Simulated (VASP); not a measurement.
# Na (Im-3m) in VASP: single point with HSE06

Aim: the single point of Na with HSE06.

All numbers are computed with VASP 6.6.1; they aren't measurements. Logs are shortened: lines on timing, memory, paths and dates and some standing lists are left out, and cuts for length are marked.

## 1. Starting point

It takes space group Im-3m (No. 229, cubic). The conventional cell has a = 4.170 Å, b = 4.170 Å, c = 4.170 Å, α = 90.00°, β = 90.00°, γ = 90.00°. Na (site symmetry m-3m) has 8 Na at 3.61 Å as nearest neighbours.

## 2. Single point, HSE06

Contents of POSCAR:

```
Na
1.0
   -2.0848200000      2.0848200000      2.0848200000
    2.0848200000     -2.0848200000      2.0848200000
    2.0848200000      2.0848200000     -2.0848200000
Na
1
Direct
    0.0000000000      0.0000000000      0.0000000000
```

Contents of INCAR.step1:

```
SYSTEM = Na
PREC     = Accurate       ! precision mode
ENCUT    = 520            ! plane-wave cutoff, eV
EDIFF    = 1E-5           ! SCF threshold, eV
ISMEAR   = 0              ! smearing method
SIGMA    = 0.1            ! smearing width, eV
LREAL    = .False.        ! projectors in reciprocal space
LASPH    = .True.         ! aspherical terms in the spheres
NELM     = 100            ! most SCF steps
ALGO     = Normal         ! electronic algorithm
ISIF     = 2              ! what is computed and relaxed
LWAVE    = .True.         ! write WAVECAR
LCHARG   = .False.        ! write CHGCAR
NBANDS   = 10             ! bands
GGA      = PE             ! functional
```

Contents of INCAR.step2:

```
SYSTEM = Na
PREC     = Accurate       ! precision mode
ENCUT    = 520            ! plane-wave cutoff, eV
EDIFF    = 1E-6           ! SCF threshold, eV
ISMEAR   = 0              ! smearing method
SIGMA    = 0.1            ! smearing width, eV
LREAL    = .False.        ! projectors in reciprocal space
LASPH    = .True.         ! aspherical terms in the spheres
NELM     = 100            ! most SCF steps
ALGO     = Normal         ! electronic algorithm
ISIF     = 2              ! what is computed and relaxed
LWAVE    = .False.        ! write WAVECAR
LCHARG   = .False.        ! write CHGCAR
GGA      = PE             ! functional
LHFCALC  = .True.         ! exact exchange
HFSCREEN = 0.2            ! screening, 1/A
PRECFOCK = Fast         
NBANDS   = 10             ! bands
ISTART   = 1
```

Contents of KPOINTS:

```
regular mesh
0
Gamma
  6 6 6
  0 0 0
```

Potentials or basis: VASP PAW PBE potentials, release 64 (Na_pv).

The run is started by

```sh
> cat potpaw_PBE.64/Na_pv/POTCAR > POTCAR
> cp INCAR.step1 INCAR
> mpirun -np 1 vasp_std > vasp.out
> cp INCAR.step2 INCAR
> mpirun -np 1 vasp_std > vasp.out
```

OUTCAR:

```text
SYSTEM = Na
   PREC = Accurate
   ENCUT = 520
   EDIFF = 1E-6
   ISMEAR = 0
   LREAL = .False.
   LASPH = .True.
   NELM = 100
   ISIF = 2
   GGA = PE
   LHFCALC = .True.
   HFSCREEN = 0.2
   PRECFOCK = Fast
   ISTART = 1

 ion  position               nearest neighbor table
   1  0.000  0.000  0.000-

  LATTYP: Found a body centered cubic cell.
 ALAT       =     4.1696400000

  Lattice vectors:

 A1 = (  -2.0848200000,   2.0848200000,   2.0848200000)
 A2 = (   2.0848200000,  -2.0848200000,   2.0848200000)
 A3 = (   2.0848200000,   2.0848200000,  -2.0848200000)

Analysis of symmetry for initial positions (statically):
=====================================================================
 Subroutine PRICEL returns:
 Original cell was already a primitive cell.

 Routine SETGRP: Setting up the symmetry group for a
 body centered cubic supercell.

 Subroutine GETGRP returns: Found 48 space group operations
 (whereof 48 operations were pure point group operations)
 out of a pool of 48 trial point group operations.

The static configuration has the point symmetry O_h .

Analysis of symmetry for dynamics (positions and initial velocities):
=====================================================================
 Subroutine PRICEL returns:
 Original cell was already a primitive cell.

 Routine SETGRP: Setting up the symmetry group for a
 body centered cubic supercell.

 Subroutine GETGRP returns: Found 48 space group operations
 (whereof 48 operations were pure point group operations)
 out of a pool of 48 trial point group operations.

The dynamic configuration has the point symmetry O_h .

 Subroutine INISYM returns: Found 48 space group operations
 (whereof 48 operations are pure point group operations),
 and found     1 'primitive' translations

----------------------------------------------------------------------------------------

                                     Primitive cell

  volume of cell :      36.2465

  direct lattice vectors                    reciprocal lattice vectors
    -2.084820000  2.084820000  2.084820000     0.000000000  0.239828858  0.239828858
     2.084820000 -2.084820000  2.084820000     0.239828858  0.000000000  0.239828858
     2.084820000  2.084820000 -2.084820000     0.239828858  0.239828858  0.000000000

  length of vectors
     3.611014165  3.611014165  3.611014165     0.339169224  0.339169224  0.339169224

  position of ions in fractional coordinates (direct lattice)
     0.000000000  0.000000000  0.000000000

  ion indices of the primitive-cell ions
   primitive index   ion index
                 1           1

----------------------------------------------------------------------------------------

 KPOINTS: regular mesh

Automatic generation of k-mesh.
 Grid dimensions read from file:
 generate k-points for:    6    6    6

 Generating k-lattice:

  Cartesian coordinates                     Fractional coordinates (reciprocal lattice)
     0.000000000  0.039971476  0.039971476     0.166666667  0.000000000  0.000000000
     0.039971476  0.000000000  0.039971476     0.000000000  0.166666667  0.000000000
     0.039971476  0.039971476  0.000000000     0.000000000  0.000000000  0.166666667

  Length of vectors
     0.056528204  0.056528204  0.056528204

  Shift w.r.t. Gamma in fractional coordinates (k-lattice)
     0.000000000  0.000000000  0.000000000

 Subroutine IBZKPT returns following result:
 ===========================================

 Found     16 irreducible k-points:

 Following reciprocal coordinates:
            Coordinates               Weight
  0.000000  0.000000  0.000000      1.000000
  0.166667  0.000000  0.000000     12.000000
  0.333333  0.000000  0.000000     12.000000
  0.500000  0.000000  0.000000      6.000000
  0.166667  0.166667  0.000000     24.000000
  0.333333  0.166667  0.000000     48.000000
[... 8 lines left out ...]
  0.500000  0.500000  0.333333     12.000000
  0.500000  0.500000  0.500000      1.000000
   k-points           NKPTS =     16   k-points in BZ     NKDIM =    216   number of bands    NBANDS=     10
   number of dos      NEDOS =    301   number of ions     NIONS =      1
   total plane-waves  NPLWV =  21952
   dimension x,y,z NGX =    28 NGY =   28 NGZ =   28
   dimension x,y,z NGXF=    56 NGYF=   56 NGZF=   56
   ions per type =               1
   NGX,Y,Z   is equivalent  to a cutoff of  12.89, 12.89, 12.89 a.u.
   NGXF,Y,Z  is equivalent  to a cutoff of  25.78, 25.78, 25.78 a.u.
 SYSTEM =  Na
   PREC   = accura    normal or accurate (medium, high low for compatibility)
   ISTART =      1    job   : 0-new  1-cont  2-samecut
   ICHARG =      0    charge: 1-file 2-atom 10-const
   ISPIN  =      1    spin polarized calculation?
   LNONCOLLINEAR =      F non collinear calculations
   LSORBIT =      F    spin-orbit coupling
   LASPH  =      T    aspherical Exc in radial PAW
   ENCUT  =  520.0 eV  38.22 Ry    6.18 a.u.   6.71  6.71  6.71*2*pi/ulx,y,z
   NELM   =    100;   NELMIN=  2; NELMDL=  0     # of ELM steps
   EDIFF  = 0.1E-05   stopping-criterion for ELM
   LREAL  =      F    real-space projection
   EDIFFG = 0.1E-04   stopping-criterion for IOM
   NSW    =      0    number of steps for IOM
   IBRION =     -1    ionic relax: 0-MD 1-quasi-New 2-CG
   NFREE  =      0    steps in history (QN), initial steepest desc. (CG)
   ISIF   =      2    stress and relaxation
   ISYM   =      3    0-nonsym 1-usesym 2-fastsym
   POTIM  = 0.5000    time-step for ionic-motion
   TEBEG  =    0.0;   TEEND  =   0.0 temperature during run
   PSTRESS=    0.0 pullay stress
   NELECT =       7.0000    total number of electrons
   NUPDOWN=      -1.0000    fix difference up-down
   EMIN   =  10.00;   EMAX   =-10.00  energy-range for DOS
   EFERMI =   0.00;   METHOD = LEGACY
   ISMEAR =     0;   SIGMA  =   0.10  broadening in eV -4-tet -1-fermi 0-gaus
   EFERMI_NEDOS =   21; number of points for ismear=-14 and -15
   IALGO  =     38    algorithm
   IMIX   =      1    mixing-type and parameters
     AMIX     =   0.40;   BMIX     =  1.00
     AMIX_MAG =   1.60;   BMIX_MAG =  1.00
  volume/ion in A,a.u.               =      36.25       244.60
  Fermi-wavevector in a.u.,A,eV,Ry     =   0.946278  1.788207 12.183240  0.895443
  Thomas-Fermi vector in A             =   2.074261
   LORBIT       =      0    0 simple, 1 ext, 2 COOP (PROOUT), +10 PAW based schemes
   GGA     = PE    functional components
   LHFCALC =     T    Hartree Fock is set to
   PRECFOCK=fast      Normal, Fast or Accurate (Low or Medium for compatibility)
   ENCUT4O =  -1.0   cutoff for four orbital integrals eV
   NKREDX  =     1    reduce k-point grid by
   NKREDY  =     1    reduce k-point grid by
   NKREDZ  =     1    reduce k-point grid by
   AEXX    =    0.2500 exact exchange contribution
   HFSCREEN=    0.2000 screening length (either q_TF or 0.3 A-1)
   HFSCREENC=   0.2000 screening length for correlation (either q_TF or 0.3 A-1)
   ENCUTFOCK=  -1.0 apply spherical cutoff to Coloumb kernel
   IVDW    =     0    specifies the selected vdW correction
   LEPSILON=     F    determine dielectric tensor
   LRPA    =     F    only Hartree local field effects (RPA)
 non-spin polarized calculation
 Gauss-broadening in eV      SIGMA  =   0.10
  energy-cutoff  :      520.00
  volume of cell :       36.25
 maximum number of plane-waves:       982
  NGX = 18; NGY = 18; NGZ = 18

 number of electron       6.9999995 magnetization

 Free energy of the ion-electron system (eV)
  ---------------------------------------------------
  ext. energy  EPLUGINS =         0.00000000
  ---------------------------------------------------
  free energy    TOTEN  =        -1.37109191 eV

  energy without entropy =       -1.35870853  energy(sigma->0) =       -1.36490022

 E-fermi :   0.4542     XC(G=0):  -5.5535

 val. band max:       -0.0716812985   @ k =   0.1667   0.1667   0.1667
 cond. band min:       0.4653627496   @ k =   0.3333   0.1667   0.0000
 fundamental gap:      0.5370440481
 Fermi energy:         0.4542392045

 k-point     1 :       0.0000    0.0000    0.0000
  band No.  band energies     occupation
      1     -27.5057      2.00000
      2     -27.5057      2.00000
      3     -27.5057      2.00000
      4      -3.5137      2.00000
      5      12.9188      0.00000
      6      12.9189      0.00000
      7      12.9189      0.00000
      8      13.9030      0.00000
      9      13.9030      0.00000
     10      14.4149      0.00000

 k-point     2 :       0.1667    0.0000    0.0000
  band No.  band energies     occupation
      1     -27.5148      2.00000
      2     -27.5086      2.00000
      3     -27.5056      2.00000
      4      -2.9176      2.00000
      5       9.1073      0.00000
      6      11.1425      0.00000
      7      11.7742      0.00000
      8      12.0618      0.00000
      9      12.9924      0.00000
     10      15.1054      0.00000

 k-point     3 :       0.3333    0.0000    0.0000
  band No.  band energies     occupation
      1     -27.5327      2.00000
      2     -27.5145      2.00000
      3     -27.5054      2.00000
      4      -1.1755      2.00000
      5       5.0182      0.00000
      6       9.7233      0.00000
      7      10.7000      0.00000
      8      10.7773      0.00000
      9      11.9978      0.00000
     10      16.2939      0.00000

 k-point     4 :       0.5000    0.0000    0.0000
  band No.  band energies     occupation
      1     -27.5415      2.00000
      2     -27.5173      2.00000
      3     -27.5052      2.00000
      4       1.2663      0.00000
      5       1.8442      0.00000
      6       9.2430      0.00000
      7      10.3323      0.00000
      8      10.3487      0.00000
      9      11.5583      0.00000
     10      17.4799      0.00000
[... 118 lines left out ...]
 k-point    14 :      -0.3333    0.3333    0.3333
  band No.  band energies     occupation
      1     -27.5290      2.00000
      2     -27.5243      2.00000
      3     -27.5243      2.00000
      4       1.0061      0.00000
      5       6.3540      0.00000
      6       6.6938      0.00000
      7       6.6938      0.00000
      8       8.5127      0.00000
      9      12.9654      0.00000
     10      16.7465      0.00000

 k-point    15 :       0.5000    0.5000    0.3333
  band No.  band energies     occupation
      1     -27.5336      2.00000
      2     -27.5276      2.00000
      3     -27.5246      2.00000
      4       3.2189      0.00000
      5       3.8076      0.00000
      6       6.2614      0.00000
      7       6.8007      0.00000
      8       8.8648      0.00000
      9      10.7600      0.00000
     10      16.8513      0.00000

 k-point    16 :       0.5000    0.5000    0.5000
  band No.  band energies     occupation
      1     -27.5310      2.00000
      2     -27.5310      2.00000
      3     -27.5310      2.00000
      4       5.3616      0.00000
      5       5.3616      0.00000
      6       5.8306      0.00000
      7       5.8306      0.00000
      8       5.8306      0.00000
      9       8.9196      0.00000
     10      20.9143      0.00000

------------------------ aborting loop because EDIFF is reached ----------------------------------------

  FORCE on cell =-STRESS in cart. coord.  units (eV):
  Direction    XX          YY          ZZ          XY          YZ          ZX
  --------------------------------------------------------------------------------------
  -------------------------------------------------------------------------------------
  Total        0.0926742      0.0926742      0.0926742      0.0000000      0.0000000      0.0000000
  in kB        4.0964116      4.0964116      4.0964116      0.0000000      0.0000000      0.0000000
  external PRESSURE =       4.0964116 kB  Pullay stress =       0.0000000 kB

 VOLUME and BASIS-vectors are now :
 -----------------------------------------------------------------------------
  energy-cutoff  :      520.00
  volume of cell :       36.25
      direct lattice vectors                 reciprocal lattice vectors
    -2.084820000  2.084820000  2.084820000     0.000000000  0.239828858  0.239828858
     2.084820000 -2.084820000  2.084820000     0.239828858  0.000000000  0.239828858
     2.084820000  2.084820000 -2.084820000     0.239828858  0.239828858  0.000000000

 POSITION                                       TOTAL-FORCE (eV/Angst)
 -----------------------------------------------------------------------------------
      0.00000      0.00000      0.00000        -0.000000      0.000000      0.000000
 -----------------------------------------------------------------------------------
    total drift:                                0.000000      0.000001      0.000002

  FREE ENERGIE OF THE ION-ELECTRON SYSTEM (eV)
  ---------------------------------------------------
  free  energy   TOTEN  =        -1.3710919058 eV

  energy  without entropy=       -1.3587085349  energy(sigma->0) =       -1.36490022
```

Wall time 2.6 min (1 thread of Intel Xeon Platinum 8259CL at 2.50GHz (Skylake/Cascade Lake), shared host); peak memory 0.25 GiB.

What came out:

```
Free energy            : -1.3711 eV
Pressure               : 0.4 GPa
Band gap on the k mesh : none (metal or under the smearing width)
```

Caveat: the PAW data sets were made with another functional, which shifts forces and pressure a little.
